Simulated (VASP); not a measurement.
Set up this calculation in VASP 6.6.1, as the native input.

- Task: single point
- Functional: PBE
- Dispersion: D3(BJ)
- Potentials or basis: VASP PAW PBE potentials, release 64 (C, N, H)
- Cutoff: 520 eV
- k mesh: 1 × 1 × 1
- Occupations: fermi-dirac, width 0.02 eV
- Spin: no spin polarisation
- Dipole correction: no
- Further INCAR settings: LREAL = Auto; ALGO = Fast; EDIFF = 1e-06; NBANDS = 58

The structure of H5C2N lies in POSCAR:

```
H5C2N
1.0
    8.0145570000      0.0000000000      0.0000000000
    0.0000000000      8.0145570000      0.0000000000
    0.0000000000      0.0000000000      8.0145570000
C N H
8 4 20
Direct
    0.2535511320      0.5518458475      0.4615227018
    0.2052390419      0.5670307167      0.6310392452
    0.1564528145      0.0462907682      0.6494432568
    0.1767533751      0.1021266678      0.8209811222
    0.9120529057      0.4671374850      0.0283608938
    0.9176552116      0.3896285222      0.1919507217
    0.5863330936      0.0802913998      0.2955372331
    0.5794331490     -0.0782825551      0.3934964840
    0.1574135663      0.5889158939      0.7656817464
    0.1985262567      0.1466955691      0.9578196275
    0.9184163267      0.3341419869      0.3277161794
    0.5594569981     -0.1965797985      0.4735757697
    0.3855234918      0.4981310882      0.4506175450
    0.1679568815      0.4597509257      0.3999472460
    0.2299191334      0.6649400584      0.3807446874
    0.2791919753      0.0292467818      0.5914986942
    0.0965617937     -0.0792682615      0.6427554262
    0.0749136852      0.1279671478      0.5744921397
    0.8199205521      0.5752407775      0.0347492694
    1.0312485144      0.5223619971     -0.0050158730
    0.8852516739      0.3844629217     -0.0747390030
    0.7008497163      0.1520608064      0.3304611846
    0.6110256624      0.0593420198      0.1668838340
    0.4771442763      0.1592352516      0.3206540299
    0.6244013237      0.0197266050      0.8706282830
    0.5958657478      0.0766605066      0.7935310710
    1.0084150627      0.8879218153      0.1896174673
    0.9563597838      0.8483064005      0.1170120819
    0.4566690336      0.4226933566      0.0702471765
    0.3747930173      0.3741192433      0.0774465763
    0.4484340182      0.7205513667      0.9719688811
    0.3677183904      0.7670417716      1.0086146995
```

The cell was built by a generator and needn't be a form met in nature.

These files were run (other wordings do the same):

INCAR

```
ALGO = Fast ; EDIFF = 1E-6
ENCUT = 520 ; GGA = PE
ISIF = 2 ; ISMEAR = -1
IVDW = 12 ; LASPH = T
LCHARG = T ; LELF = T
LREAL = Auto ; LVHAR = T
LWAVE = F ; NBANDS = 58
NELM = 100 ; PREC = Accurate
SIGMA = 0.02
```

KPOINTS

```
k-points
0
Gamma
  1 1 1
```

Potentials or basis: VASP PAW PBE potentials, release 64 (C, N, H).

Launch:

```bash
$ cat potpaw_PBE.64/C/POTCAR potpaw_PBE.64/N/POTCAR potpaw_PBE.64/H/POTCAR > POTCAR
$ mpirun -np 1 vasp_gam > vasp.out
```

Results of the run:

* Pressure: -0.9 GPa
* Largest force: 2.536 eV/Å
* Band gap on the k mesh: 6.46 eV, direct
* Dispersion energy per atom: -0.032 eV

Caveat: the standard files for N, O and F lose accuracy on very short bonds.

Run time: 82 s on 1 thread of Intel(R) Xeon(R) Platinum 8488C (Sapphire Rapids), on a shared host, peak memory 0.45 GiB.
